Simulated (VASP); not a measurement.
# GaSb (I-4m2) in VASP: single point with LDA

Aim: the single point of GaSb with LDA.

All numbers are computed with VASP 6.6.1; they aren't measurements. Logs are shortened: lines on timing, memory, paths and dates and some standing lists are left out, and cuts for length are marked.

### 1 Starting point

Symmetry: I-4m2, No. 119, tetragonal system. Conventional cell: a = 5.507 Å, b = 5.507 Å, c = 3.181 Å, α = 90.00°, β = 90.00°, γ = 90.00°. Around Ga (site symmetry -4m2) lie 4 Sb at 2.87 Å and 2 Ga at 3.18 Å. Sb (site symmetry -4m2) is surrounded by 4 Ga at 2.87 Å and 2 Sb at 3.18 Å.

Measurements of this composition are mostly on another form, of space group No. 216.

### 2 Single point, LDA

INCAR reads:

```
SYSTEM = GaSb
  PREC = Accurate
  ENCUT = 520
  EDIFF = 1E-7
  ISMEAR = 0
  SIGMA = 0.1
  LREAL = .False.
  LASPH = .True.
  NELM = 100
  ALGO = Fast
  ISIF = 2
  LWAVE = .False.
  LCHARG = .True.
  GGA = CA
  LELF = .True.
  LVHAR = .True.
  NBANDS = 16
```

KPOINTS reads:

```
Automatic mesh
0
Gamma
  6 6 6
  0 0 0
```

POSCAR reads:

```
GaSb
1.0
   -2.7534340000      2.7534340000      1.5907070000
    2.7534340000     -2.7534340000      1.5907070000
    2.7534340000      2.7534340000     -1.5907070000
Ga Sb
1 1
Direct
    0.2500000000      0.7500000000      0.5000000000
    0.0000000000      0.0000000000      0.0000000000
```

Potentials or basis: VASP PAW LDA potentials, release 64 (Ga_d, Sb).

On the command line:

```bash
$ cat potpaw_LDA.64/Ga_d/POTCAR potpaw_LDA.64/Sb/POTCAR > POTCAR
$ mpirun -np 1 vasp_std > vasp.out
```

OUTCAR:

```text
SYSTEM = GaSb
   PREC = Accurate
   ENCUT = 520
   EDIFF = 1E-7
   ISMEAR = 0
   LREAL = .False.
   LASPH = .True.
   NELM = 100
   ISIF = 2
   GGA = CA

 ion  position               nearest neighbor table
   1  0.250  0.750  0.500-   2 2.87   2 2.87   2 2.87   2 2.87
   2  0.000  0.000  0.000-   1 2.87   1 2.87   1 2.87   1 2.87

  LATTYP: Found a body centered tetragonal cell.
 ALAT       =     5.5068680000
 C/A-ratio  =     0.5777174975

  Lattice vectors:

 A1 = (  -2.7534340000,   2.7534340000,   1.5907070000)
 A2 = (   2.7534340000,  -2.7534340000,   1.5907070000)
 A3 = (   2.7534340000,   2.7534340000,  -1.5907070000)

Analysis of symmetry for initial positions (statically):
=====================================================================
 Subroutine PRICEL returns:
 Original cell was already a primitive cell.

 Routine SETGRP: Setting up the symmetry group for a
 body centered tetragonal supercell.

 Subroutine GETGRP returns: Found  8 space group operations
 (whereof  8 operations were pure point group operations)
 out of a pool of 16 trial point group operations.

The static configuration has the point symmetry D_2d.

Analysis of symmetry for dynamics (positions and initial velocities):
=====================================================================
 Subroutine PRICEL returns:
 Original cell was already a primitive cell.

 Routine SETGRP: Setting up the symmetry group for a
 body centered tetragonal supercell.

 Subroutine GETGRP returns: Found  8 space group operations
 (whereof  8 operations were pure point group operations)
 out of a pool of 16 trial point group operations.

The dynamic configuration has the point symmetry D_2d.

 Subroutine INISYM returns: Found  8 space group operations
 (whereof  8 operations are pure point group operations),
 and found     1 'primitive' translations

----------------------------------------------------------------------------------------

                                     Primitive cell

  volume of cell :      48.2391

  direct lattice vectors                    reciprocal lattice vectors
    -2.753434000  2.753434000  1.590707000     0.000000000  0.181591424  0.314325643
     2.753434000 -2.753434000  1.590707000     0.181591424  0.000000000  0.314325643
     2.753434000  2.753434000 -1.590707000     0.181591424  0.181591424  0.000000000

  length of vectors
     4.206322187  4.206322187  4.206322187     0.363009717  0.363009717  0.256809054
[... 76 lines left out ...]
   LNONCOLLINEAR =      F non collinear calculations
   LSORBIT =      F    spin-orbit coupling
   LASPH  =      T    aspherical Exc in radial PAW
   ENCUT  =  520.0 eV  38.22 Ry    6.18 a.u.   7.82  7.82  7.82*2*pi/ulx,y,z
   NELM   =    100;   NELMIN=  2; NELMDL= -5     # of ELM steps
   EDIFF  = 0.1E-06   stopping-criterion for ELM
   LREAL  =      F    real-space projection
   EDIFFG = 0.1E-05   stopping-criterion for IOM
   NSW    =      0    number of steps for IOM
   IBRION =     -1    ionic relax: 0-MD 1-quasi-New 2-CG
   NFREE  =      0    steps in history (QN), initial steepest desc. (CG)
   ISIF   =      2    stress and relaxation
   ISYM   =      2    0-nonsym 1-usesym 2-fastsym
   POTIM  = 0.5000    time-step for ionic-motion
   TEBEG  =    0.0;   TEEND  =   0.0 temperature during run
   PSTRESS=    0.0 pullay stress
   NELECT =      18.0000    total number of electrons
   NUPDOWN=      -1.0000    fix difference up-down
   EMIN   =  10.00;   EMAX   =-10.00  energy-range for DOS
   EFERMI =   0.00;   METHOD = LEGACY
   ISMEAR =     0;   SIGMA  =   0.10  broadening in eV -4-tet -1-fermi 0-gaus
   EFERMI_NEDOS =   21; number of points for ismear=-14 and -15
   IALGO  =     68    algorithm
   IMIX   =      4    mixing-type and parameters
     AMIX     =   0.40;   BMIX     =  1.00
     AMIX_MAG =   1.60;   BMIX_MAG =  1.00
  volume/ion in A,a.u.               =      24.12       162.77
  Fermi-wavevector in a.u.,A,eV,Ry     =   1.178598  2.227228 18.899772  1.389094
  Thomas-Fermi vector in A             =   2.314924
   LORBIT       =      0    0 simple, 1 ext, 2 COOP (PROOUT), +10 PAW based schemes
   GGA     = CA    functional components
   LHFCALC =     F    Hartree Fock is set to
   AEXX    =    0.0000 exact exchange contribution
   IVDW    =     0    specifies the selected vdW correction
   LEPSILON=     F    determine dielectric tensor
   LRPA    =     F    only Hartree local field effects (RPA)
 non-spin polarized calculation
 RMM-DIIS sequential band-by-band and
 Gauss-broadening in eV      SIGMA  =   0.10
  energy-cutoff  :      520.00
  volume of cell :       48.24
 maximum number of plane-waves:      1309
   NGX = 15   NGY = 15   NGZ = 15

 number of electron      17.9999994 magnetization

 Free energy of the ion-electron system (eV)
  ---------------------------------------------------
  ext. energy  EPLUGINS =         0.00000000
  ---------------------------------------------------
  free energy    TOTEN  =        -8.30749704 eV

  energy without entropy =       -8.30223231  energy(sigma->0) =       -8.30486467

 E-fermi :   6.5256     XC(G=0): -10.4556

 val. band max:        6.4760284673   @ k =   0.3333   0.1667   0.0000
 cond. band min:       6.7826975840   @ k =   0.3333   0.0000   0.0000
 fundamental gap:      0.3066691167
 Fermi energy:         6.5255863608

 k-point     1 :       0.0000    0.0000    0.0000
  band No.  band energies     occupation
      1      -8.6355      2.00000
      2      -8.5477      2.00000
      3      -8.5400      2.00000
      4      -8.5228      2.00000
      5      -8.5228      2.00000
      6      -5.5768      2.00000
[... 433 lines left out ...]
      3      -8.5640      2.00000
      4      -8.5173      2.00000
      5      -8.5034      2.00000
      6      -2.2520      2.00000
[... 8 lines left out ...]
     15      16.2334      0.00000
     16      18.1798      0.00000

 [... further k-points ...]
[... 5 lines left out ...]
  --------------------------------------------------------------------------------------
  -------------------------------------------------------------------------------------
  Total       -0.9296473     -0.9296473     -1.7039870      0.0000000      0.0000000      0.0000000
  in kB      -30.8765842    -30.8765842    -56.5949051      0.0000000      0.0000000      0.0000000
  external PRESSURE =     -39.4493579 kB  Pullay stress =       0.0000000 kB

 VOLUME and BASIS-vectors are now :
 -----------------------------------------------------------------------------
  energy-cutoff  :      520.00
  volume of cell :       48.24
      direct lattice vectors                 reciprocal lattice vectors
    -2.753434000  2.753434000  1.590707000     0.000000000  0.181591424  0.314325643
     2.753434000 -2.753434000  1.590707000     0.181591424  0.000000000  0.314325643
     2.753434000  2.753434000 -1.590707000     0.181591424  0.181591424  0.000000000

 POSITION                                       TOTAL-FORCE (eV/Angst)
 -----------------------------------------------------------------------------------
      2.75343      0.00000      0.79535         0.000000     -0.000000      0.000000
      0.00000      0.00000      0.00000        -0.000000      0.000000     -0.000000
 -----------------------------------------------------------------------------------
    total drift:                               -0.000000      0.000000     -0.000000

  FREE ENERGIE OF THE ION-ELECTRON SYSTEM (eV)
  ---------------------------------------------------
  free  energy   TOTEN  =        -8.3074970429 eV

  energy  without entropy=       -8.3022323056  energy(sigma->0) =       -8.30486467
```

OSZICAR:

```text
N       E                     dE             d eps       ncg     rms          rms(c)
DAV:   1     0.829986113460E+02    0.82999E+02   -0.81856E+03   960   0.146E+03
DAV:   2    -0.229394715662E+01   -0.85293E+02   -0.82660E+02  1192   0.316E+02
DAV:   3    -0.824218121461E+01   -0.59482E+01   -0.59159E+01  1120   0.632E+01
DAV:   4    -0.834682347816E+01   -0.10464E+00   -0.10463E+00  1208   0.934E+00
DAV:   5    -0.834911423683E+01   -0.22908E-02   -0.22907E-02  1192   0.122E+00    0.252E+00
RMM:   6    -0.831784345889E+01    0.31271E-01   -0.35047E-02  1386   0.205E+00    0.147E+00
RMM:   7    -0.830774040240E+01    0.10103E-01   -0.18797E-02  1398   0.103E+00    0.179E-01
RMM:   8    -0.830748750030E+01    0.25290E-03   -0.29301E-03  1481   0.529E-01    0.600E-02
RMM:   9    -0.830749321267E+01   -0.57124E-05   -0.34547E-04  1612   0.175E-01    0.162E-02
RMM:  10    -0.830749593808E+01   -0.27254E-05   -0.61277E-05  1581   0.639E-02    0.906E-03
RMM:  11    -0.830749684336E+01   -0.90529E-06   -0.11499E-05  1656   0.284E-02    0.700E-03
RMM:  12    -0.830749703776E+01   -0.19440E-06   -0.21993E-06  1466   0.126E-02    0.384E-03
RMM:  13    -0.830749704289E+01   -0.51336E-08   -0.63849E-07  1250   0.684E-03
   1 F= -.83074970E+01 E0= -.83048647E+01  d E =-.526474E-02
```

stdout:

```text
POSCAR found type information on POSCAR GaSb
 POSCAR found :  2 types and       2 ions
 scaLAPACK will be used
 LDA part: xc-table for (Slater(with rela. corr.)+CA(PZ))
 , standard interpolation
 POSCAR, INCAR and KPOINTS ok, starting setup
 FFT: planning ... GRIDC
 FFT: planning ... GRID_SOFT
 FFT: planning ... GRID
 WAVECAR not read
 entering main loop
```

Wall time 14 s (1 thread of Intel Xeon 6975P-C (Granite Rapids), shared host); peak memory 0.16 GiB.

Results:

| Quantity | Value |
| --- | --- |
| Free energy | -8.3075 eV |
| Pressure | -3.9 GPa |
| Band gap on the k mesh | none (metal or under the smearing width) |

Caveat: the k mesh is coarse (spacing up to 0.38 Å⁻¹), so the values aren't converged.
